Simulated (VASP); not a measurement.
**MgS: single point with SCAN0**

Crystal: MgS.

```
S Mg
1.0
     4.13946    0.00000    0.00000
    -2.06973    3.58488    0.00000
     0.00000    0.00000    6.59944
S Mg
2 2
Direct
  0.66667 0.33333 0.87924
  0.33333 0.66667 0.37924
  0.33333 0.66667 0.99575
  0.66667 0.33333 0.49575
```

The cell comes from a database or a generator and needn't be the stable form of this composition.

The cell isn't the ideal one: volume scaled by 1.08.

```
Program             : VASP 6.6.1
Task                : single point
Functional          : SCAN0
Potentials or basis : VASP PAW PBE potentials, release 64 (S, Mg)
Cutoff              : 520 eV
k mesh              : 5 × 5 × 3
Occupations         : fermi-dirac, width 0.02 eV
Spin                : no spin polarisation
```

```json
{
 "Pressure": "-5.0 GPa",
 "Largest force": "0.065 eV/Å",
 "Band gap on the k mesh": "5.11 eV, direct"
}
```

Forces in eV/Å, atoms in the order of the input:
```
S    0.000  0.000 -0.065
S    0.000  0.000 -0.065
Mg   0.000  0.000  0.065
Mg   0.000  0.000  0.065
```

Stress tensor (GPa, compression positive):
```
-5.06  0.00  0.00
 0.00 -5.06  0.00
 0.00  0.00 -4.88
```

Levels at points of the mesh, in eV from the valence-band top:
| k point | band 4 | band 5 | band 6 | band 7 | band 8 | band 9 | band 10 | band 11 | band 12 |
| --- | --- | --- | --- | --- | --- | --- | --- | --- | --- |
| (0.00, 0.00, 0.00) | -0.60 | -0.60 | -0.16 | -0.16 | 0.00 | 5.11 | 6.58 | 9.59 | 9.59 |

It took 5.4 min on 1 thread of Intel(R) Xeon(R) Platinum 8488C (Sapphire Rapids) (shared host), peak memory 0.25 GiB.

Caveat: the PAW data sets were made with another functional, which shifts forces and pressure a little.
